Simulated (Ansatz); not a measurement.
**Cs2AgBiBr6 in Ansatz: the effect of functional**

The system is Cs2AgBiBr6.

```
Bi Cs Ag Br
1.0
     0.00000    5.61610    5.61610
     5.61610    0.00000    5.61610
     5.61610    5.61610    0.00000
Bi Cs Ag Br
1 2 1 6
Direct
  0.00000 0.00000 0.00000
  0.75000 0.75000 0.75000
  0.25000 0.25000 0.25000
  0.50000 0.50000 0.50000
  0.74945 0.74945 0.25055
  0.25055 0.25055 0.74945
  0.74945 0.25055 0.25055
  0.74945 0.25055 0.74945
  0.25055 0.74945 0.74945
  0.25055 0.74945 0.25055
```

Alike in all runs:

* Program: Ansatz 0.2.0
* Task: band structure
* Potentials or basis: Ansatz PAW
* k mesh: 4 × 4 × 4
* Occupations: fermi-dirac, width 0.05 eV
* Spin: no spin polarisation

Question: One run gave: gap on the mesh 1.67 eV; pressure 1.0 GPa; largest force 0.24 eV/Å. Which functional did it use?
A. r2SCAN
B. revPBE
C. LDA
D. RPBE
E. PBEsol

Answer: A.

```tsv
functional	cutoff	gap on the mesh (eV)	pressure (GPa)	largest force (eV/Å)
LDA	420 eV (not typed: the program's choice for these potentials)	1.10	-1.5	0.33
PBEsol	420 eV (not typed: the program's choice for these potentials)	1.17	0.0	0.30
RPBE	420 eV (not typed: the program's choice for these potentials)	1.34	3.5	0.25
revPBE	420 eV (not typed: the program's choice for these potentials)	1.32	3.1	0.26
BLYP	420 eV (not typed: the program's choice for these potentials)	1.29	3.7	0.34
r2SCAN	500 eV (not typed: the program's choice for these potentials)	1.67	1.0	0.24
```

Caveats: spin-orbit coupling is left out, which as a rule narrows the gap of such compounds by several tenths of an eV; the PAW data sets come from PBE, with cores solved anew for the run's functional, which leaves a small shift of forces and pressure.

Runs at the PBE level aren't shown here.
